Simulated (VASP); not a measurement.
Write the native input for VASP 6.6.1 that does the following.

* Task: single point
* Functional: PBE
* Potentials or basis: VASP PAW PBE potentials, release 64 (Zr_sv)
* Cutoff: 520 eV
* k mesh: 10 × 10 × 10
* Occupations: fermi-dirac, width 0.05 eV
* Spin: no spin polarisation
* Further INCAR settings: ALGO = Normal; EDIFF = 1e-07; NBANDS = 12

The structure of Zr lies in POSCAR:

```
Zr
1.0
    0.0102760000      2.2744240000      2.1457530000
    2.2795680000     -0.0367810000      2.1928100000
    2.2723460000      2.3142600000     -0.0295600000
Zr
1
Direct
    0.0039600000     -0.0150220000      0.0157390000
```

This isn't the form of Zr at room conditions, which is hcp.

The cell isn't the ideal one: cell strained at random at fixed volume.

These files were run (other wordings do the same):

INCAR

```
SYSTEM = Zr
ALGO = Normal ; EDIFF = 1E-7
ENCUT = 520 ; GGA = PE
ISIF = 2 ; ISMEAR = -1
LASPH = .True. ; LCHARG = .True.
LELF = .True. ; LREAL = .False.
LVHAR = .True. ; LWAVE = .False.
NBANDS = 12 ; NELM = 100
PREC = Accurate ; SIGMA = 0.05
```

KPOINTS

```
k-points
0
Gamma
  10 10 10
  0 0 0
```

Potentials or basis: VASP PAW PBE potentials, release 64 (Zr_sv).

Run with:

```sh
$ cat potpaw_PBE.64/Zr_sv/POTCAR > POTCAR
$ mpirun -np 1 vasp_std > vasp.out
```

Results of the run:

```
Pressure               : 1.1 GPa
Band gap on the k mesh : none (metal or under the smearing width)
```

Run time: 69 s on 1 thread of Intel(R) Xeon(R) Platinum 8488C (Sapphire Rapids), with other jobs on the host, peak memory 0.24 GiB.
